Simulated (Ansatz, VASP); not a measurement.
# One calculation of Ag, two programs

```xyz
1
Lattice="0.0000 2.0670 2.0670 2.0670 0.0000 2.0670 2.0670 2.0670 0.0000" Properties=species:S:1:pos:R:3 pbc="T T T"
Ag    0.0000    0.0000    0.0000
```

Alike in both runs: task single point; functional PBEsol; k mesh 18 × 18 × 18; occupations gaussian, width 0.1 eV; no spin polarisation.

|  | VASP | Ansatz |
| --- | --- | --- |
| version | VASP 6.6.1 | Ansatz 0.2.0 |
| potentials or method | VASP PAW PBE potentials, release 64 (Ag) | scalar-relativistic, plane waves, PAW |
| plane-wave cutoff (eV) | 520 | 420 |
| valence electrons in the cell | 11 | 19 |

Ansatz gave:

* gap on the k mesh at the Fermi level (eV): none
* pressure (GPa): -5.9

Question: Which values does VASP return?

Answer: gap on the k mesh at the Fermi level (eV): none; pressure (GPa): -6.1.

A gap of «none» marks a metal or a gap that the smearing closes. With one functional, cell and mesh, what is left measures potentials, basis and numerics. The two sets of potentials don't hold the same shells in valence.

Caveats: the PAW data sets were made with another functional, which shifts forces and pressure a little (VASP).
